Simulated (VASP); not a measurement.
Input of a VASP 6.6.1 run:

File POSCAR:

```
BN
1.0
    1.2511217832      0.7223354983      3.3729344033
   -1.2511217832      0.7223354983      3.3729344033
    0.0000000000     -1.4446709966      3.3729344033
N B
1 1
Direct
    0.6672382000      0.6672382000      0.6672382000
    0.0003288000      0.0003288000      0.0003288000
```

File INCAR.step1:

```
SYSTEM = BN
PREC = Accurate ; ENCUT = 520
EDIFF = 1E-5 ; ISMEAR = -1
SIGMA = 0.05 ; LREAL = .False.
LASPH = .True. ; NELM = 100
ALGO = Normal ; ISIF = 2
LWAVE = .True. ; LCHARG = .False.
NBANDS = 11 ; GGA = PE
```

INCAR.step2

```
SYSTEM = BN
PREC = Accurate ; ENCUT = 520
EDIFF = 1E-7 ; ISMEAR = -1
SIGMA = 0.05 ; LREAL = .False.
LASPH = .True. ; NELM = 100
ALGO = Normal ; ISIF = 2
LWAVE = .False. ; LCHARG = .False.
GGA = PE ; LHFCALC = .True.
HFSCREEN = 0.2 ; PRECFOCK = Fast
NBANDS = 11 ; ISTART = 1
```

KPOINTS

```
Automatic mesh
0
Gamma
  6 6 6
  0 0 0
```

Contents of KPOINTS_OPT:

```
path GLB1,BZGX,QFP1Z,LP
8
line-mode
reciprocal
 0.0000000000  0.0000000000  0.0000000000  G
 0.5000000000  0.0000000000  0.0000000000  L

 0.5000000000  0.0000000000  0.0000000000  L
 0.5000000000  0.1972419765 -0.1972419765  B1

 0.8027580235  0.5000000000  0.1972419765  B
 0.5000000000  0.5000000000  0.5000000000  Z

 0.5000000000  0.5000000000  0.5000000000  Z
 0.0000000000  0.0000000000  0.0000000000  G

 0.0000000000  0.0000000000  0.0000000000  G
 0.3486209883  0.0000000000 -0.3486209883  X

 0.6513790117  0.3486209883  0.0000000000  Q
 0.5000000000  0.5000000000  0.0000000000  F

 0.5000000000  0.5000000000  0.0000000000  F
 0.6513790117  0.6513790117  0.1972419765  P1

 0.6513790117  0.6513790117  0.1972419765  P1
 0.5000000000  0.5000000000  0.5000000000  Z

 0.5000000000  0.0000000000  0.0000000000  L
 0.8027580235  0.3486209883  0.3486209883  P
```

Potentials or basis: VASP PAW PBE potentials, release 64 (N, B).

Run with:

```console
$ cat potpaw_PBE.64/N/POTCAR potpaw_PBE.64/B/POTCAR > POTCAR
$ cp INCAR.step1 INCAR
$ mpirun -np 1 vasp_std > vasp.out
$ cp INCAR.step2 INCAR
$ mpirun -np 1 vasp_std > vasp.out
```

Q: Predict the largest force.

A: 0.006 eV/Å.

Q: Estimate the band gap on the k mesh.

A: 5.58 eV, indirect (least direct gap 6.11 eV).

Q: Predict the pressure.

A: -1.2 GPa.

Stress tensor (GPa, compression positive):
```
-2.68  0.00  0.00
 0.00 -2.68  0.00
 0.00  0.00  1.78
```

Caveat: the k mesh is coarse (spacing up to 0.49 Å⁻¹), so the values aren't converged, least of all with exact exchange; the PAW data sets were made with another functional, which shifts forces and pressure a little.
